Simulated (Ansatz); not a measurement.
# Response of MgO to small distortions

```
CELL_PARAMETERS angstrom
0.00000 2.13515 2.13515
2.13515 0.00000 2.13515
2.13515 2.13515 0.00000
ATOMIC_POSITIONS crystal
Mg 0.00000 0.00000 0.00000
O 0.50000 0.50000 0.50000
```

Atoms are numbered in the order listed.

The structure is an experimental refinement, used without relaxation. It was measured hot, at 1305 K.

These are results of DFT, PBE, all-electron PAW with datasets made for the crystal, scalar-relativistic in Ansatz 0.2.0, not measurements.

Numerical set-up: a Γ-centred 11×11×11 k mesh, Fermi–Dirac smearing of 0.01 eV, cutoff 320 eV (chosen by the program for this cell), no spin polarisation.

The unchanged cell is at -1.63 GPa.

Semilocal functionals give too small gaps.

x, y and z are the Cartesian axes of the cell as listed; fractional coordinates follow a strain, and an engineering shear is twice the off-diagonal strain component.

Vzz stands for the principal value of largest size of the field-gradient tensor, whatever its axis.

Q: With this change (z strained by +3 % at fixed volume), what becomes of the energy and stress and field gradients and gap?

A: Energy change +6 meV/atom; stress change (xx, yy, zz, yz, xz, xy) 2.84, 2.84, -4.00, 0.00, 0.00, 0.00 GPa, compression positive; Vzz in 10²¹ V/m²: Mg1 0 → 1.04 (η = 0.00), O2 0 → 0.49 (η = 0.00); gap on the k mesh 4.35 → 4.28 eV.

With xy engineering shear strain of -4 %: energy change +7 meV/atom; stress change (xx, yy, zz, yz, xz, xy) 0.18, 0.18, -0.14, 0.00, 0.00, 5.59 GPa, compression positive; Vzz in 10²¹ V/m²: Mg1 0 → 0.21 (η = 0.91), O2 0 → -0.74 (η = 0.94); gap on the k mesh 4.35 → 4.18 eV.

Q: With this change (atom 1 (Mg) moved by (0.1200, 0.0000, 0.0000) Å), what becomes of the energy and stress and forces and field gradients and gap?

A: Energy change +17 meV/atom; stress change (xx, yy, zz, yz, xz, xy) 4.16, -0.25, -0.25, 0.00, 0.00, 0.00 GPa, compression positive; change of the force on Mg1 (-0.596, 0.000, 0.000) eV/Å; Vzz in 10²¹ V/m²: Mg1 0 → -0.27 (η = 0.00), O2 0 → -0.21 (η = 0.00); gap on the k mesh 4.35 → 4.35 eV.

Q: What force constant does this one finite step give for Mg1 along its displacement (all its periodic images move with it)?

A: k = −ΔF·u/|u|² = 4.97 eV/Å², so the force pulls the atom back.
